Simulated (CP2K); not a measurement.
**ZrC: equation of state with PBEsol**

The system is ZrC.

```
Zr C
1.0
     3.39148    0.00000    0.00000
    -1.69574    2.93710    0.00000
     0.00000    0.00000    5.29005
Zr C
2 2
Direct
  0.66667 0.33333 0.75000
  0.33333 0.66667 0.25000
  0.00000 0.00000 0.50000
  0.00000 0.00000 0.00000
```

The cell comes from a database or a generator and needn't be the stable form of this composition.

```
Program             : CP2K 2026.2
Task                : equation of state
Functional          : PBEsol
Potentials or basis : POTENTIAL_UZH Zr GTH-PBE-q12, C GTH-PBE-q4; TZVP-MOLOPT-PBE-GTH basis
Density cutoff      : 6123 eV
k mesh              : 9 × 9 × 5
Occupations         : fermi-dirac, width 0.05 eV
Spin                : no spin polarisation
```

The equilibrium volume is 12.87 Å³/atom and the bulk modulus at fixed shape and positions is 231 GPa. The pressure derivative of the bulk modulus is 4.1.

Energy against volume, from the lowest point:
```tsv
volume (Å³/atom)	energy (meV/atom)
12.383	14.16
12.647	2.83
12.910	0.00
13.174	4.83
13.437	16.55
13.701	34.47
13.964	57.98
```

All runs of the series together: 13 min on 3 threads of Arm Neoverse V2, with other jobs on the host.

Caveat: the cell was scaled at fixed shape and fractional positions, which overstates the stiffness of a crystal with free parameters, most of all of layers and chains; the potentials were made for another functional, which shifts forces and pressure; the basis of atomic orbitals isn't converged, which shifts pressures, moduli and gaps.
